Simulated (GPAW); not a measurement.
Here is a GPAW 26.7.0 calculation.

Contents of run.py:

```python
from ase.filters import FrechetCellFilter
from ase.io import read, write
from ase.optimize import BFGS
from gpaw import GPAW, PW

atoms = read('POSCAR')

calc = GPAW(mode=PW(600),
            xc='MGGA_X_R2SCAN+MGGA_C_R2SCAN',
            kpts={'size': (8, 8, 8), 'gamma': True},
            occupations={'name': 'fermi-dirac', 'width': 0.05},
            nbands=15,
            convergence={'density': 1e-05, 'energy': 1e-05},
            maxiter=150,
            txt='gpaw.txt')
atoms.calc = calc
opt = BFGS(FrechetCellFilter(atoms), trajectory='relax.traj', logfile='-')
done = opt.run(fmax=0.02, steps=60)
calc.write('gs.gpw')
write('result.traj', atoms)
print('Converged:', done)
print('Cell:', atoms.cell.cellpar().round(4))
print('Volume:', round(atoms.get_volume(), 4))
print(atoms.get_scaled_positions().round(5))
```

Contents of POSCAR:

```
Nb
1.0
    2.7196400000      0.0000000000      0.0000000000
    0.0000000000      2.7196400000      0.0000000000
    0.0000000000      0.0000000000      2.7196400000
Nb
1
Direct
    0.5000000000      0.5000000000      0.5000000000
```

Potentials or basis: GPAW PAW data sets (gpaw-data 1.2.1), pw.

Launch:

```console
$ OMP_NUM_THREADS=1 python run.py
```

(1) Predict the relaxed cell.

(2) What does it give for the band gap on the k mesh?

Answers

(1) a = 2.696 Å, b = 2.696 Å, c = 2.696 Å, α = 90.00°, β = 90.00°, γ = 90.00°.

(2) none (metal or under the smearing width).

Caveat: later steps reuse the first step's grids.
